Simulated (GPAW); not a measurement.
Crystal: Fe.

```xyz
1
Lattice="0.0000 1.9417 1.9651 1.4984 0.0000 1.9651 1.4984 1.9417 0.0000" Properties=species:S:1:pos:R:3 pbc="T T T"
Fe    0.0000    0.0000    0.0000
```

Program: GPAW 26.7.0. Alike in all runs: task band structure; level PBEsol+U; potentials or basis PAW data sets generated in the run's folder for this functional, pw; spin collinear, ferromagnetic start; cell as given; k mesh 11 × 11 × 11; cutoff (eV) 600; smearing fermi-dirac 0.05 eV.

**Question.** Order these runs on this cell by their pressure, lowest first.
A. U Fe d U = 2 eV
B. U Fe d U = 1 eV
C. U Fe d U = 3 eV
D. U Fe d U = 4 eV
E. U Fe d U = 6 eV

**Answer.** B (3.7 GPa), A (7.0 GPa), C (14.5 GPa), D (21.7 GPa), E (34.6 GPa).

Caveats: the U is typed as a test and isn't derived for this compound; a pressure of tens of GPa on the cell as given is suspect, and the run, the potentials or the cell itself is likely at fault (some runs).
